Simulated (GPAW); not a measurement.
Runs of GPAW 26.7.0 on MnS. The structure is cubic, space group Fm-3m (No. 225). Conventional cell: a = 5.209 Å, b = 5.209 Å, c = 5.209 Å, α = 90.00°, β = 90.00°, γ = 90.00°. Mn (site symmetry m-3m) has 6 S at 2.60 Å as nearest neighbours. S (site symmetry m-3m) has 6 Mn at 2.60 Å as nearest neighbours. 

```tsv
task	level	U	cell	smearing	eigensolver	optimizer	fmax	max steps	convergence	gap on the mesh (eV)	pressure (GPa)	moment (μB)	relaxed volume (Å³/atom)
relaxation of cell and atoms	BLYP+D3(BJ)	-	relaxed	fermi-dirac 0.05 eV	davidson	LBFGS	0.05 eV/Å	40	density=1e-05 forces=0.0001	none	-0.5	4.11	15.82
relaxation of cell and atoms	BLYP+D4	-	relaxed	fermi-dirac 0.05 eV	davidson	LBFGS	0.02 eV/Å	60	density=1e-05 forces=0.0001	none	-0.1	3.98	(c)
single point	PBEsol	-	as given	gaussian 0.1 eV	-	-	-	-	-	none	-7.2	(b)	-
density of states	PBEsol+U	Mn d U = 4.5 eV	volume scaled by 0.92	fermi-dirac 0.02 eV	-	-	-	-	-	0.20	11.3	(a)	-
```

Alike in all rows: potentials or basis PAW data sets generated in the run's folder for this functional, pw; spin collinear, ferromagnetic start; k mesh 9 × 9 × 9; cutoff (eV) 600.

Q: Estimate the missing entries.

A: (a) 5.00; (b) 4.66; (c) 15.32.

Caveats: a cell with one magnetic atom can't hold antiferromagnetic order, which such compounds often take; semilocal functionals often make such compounds metallic where correlation or magnetic order opens a gap, which also shifts bond lengths (some runs); each step starts from the last one's moments, so a moment once lost doesn't come back (some runs); later steps reuse the first step's grids (some runs); pairwise dispersion overbinds metals, which lowers pressure and volume (some runs); the volume moved by -10 % from the deposited cell, more than functionals usually miss (some runs); the volume moved by -13 % from the deposited cell, more than functionals usually miss (some runs).

A k mesh can miss the band edges.

A gap of «none» marks a metal or a gap under the smearing width.

Runs at the PBE level aren't shown here.
